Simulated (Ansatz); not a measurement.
## A strain series on SnSe₂ (CdI2 type): xy shear, engineering strain (angle)

SnSe₂, CdI2 type, relaxed with r2SCAN+rVV10 in Ansatz 0.2.0, then strained (xy shear, engineering strain (angle); angles, axes as in the cell below) with the atoms relaxed again within the symmetry that is left. The symmetry is P-3m1 (No. 164, trigonal); a = 3.825 Å, c = 6.227 Å in the conventional setting, 26.30 Å³ an atom. Sn is surrounded by 6 Se at 2.71 Å; Se is surrounded by 3 Sn at 2.71 Å. The values are computed, spin-unpolarised, and not measurements.

```yaml
crystal:
  lattice:
    - [3.82515, 0.00000, 0.00000]
    - [-1.91257, 3.31268, 0.00000]
    - [0.00000, 0.00000, 6.22708]
  atoms:
    - { symbol: Sn, position: [0.00000, 0.00000, 0.00000] }
    - { symbol: Se, position: [0.33333, 0.66667, 0.25308] }
    - { symbol: Se, position: [0.66667, 0.33333, 0.74692] }
```

Gaps are the least over each mesh (PBE 12×12×4, r2SCAN 12×12×4 when unstrained) and the special points, which keep their unstrained names.

```
strain (%)  gap, PBE (eV)  gap, r2SCAN (eV)                                 edges, r2SCAN
      -2.0          0.532             0.816  (0.161, -0.161, -0.130) → (0.458, 0, -0.336)
       0.0          0.669             0.956                  Γ–K (0.25) → (1/2, 0, 0.350)
      +4.0          0.416             0.692    (0.169, 0, 0.122) → (0.456, -0.458, 0.328)
     +5.25          0.341             0.613    (0.174, 0, 0.120) → (0.458, -0.461, 0.323)
```

No spin-orbit coupling is included; it can move band edges with weight on the heavy atoms by tenths of an eV.

Where an edge lies off the special points, it is a point of the mesh or the k point where a search put PBE's edge or least direct gap, reused for the other functionals, whose own edges may lie a little apart.

Coordinates of k points refer to the reciprocal vectors of the primitive cell of the runs.
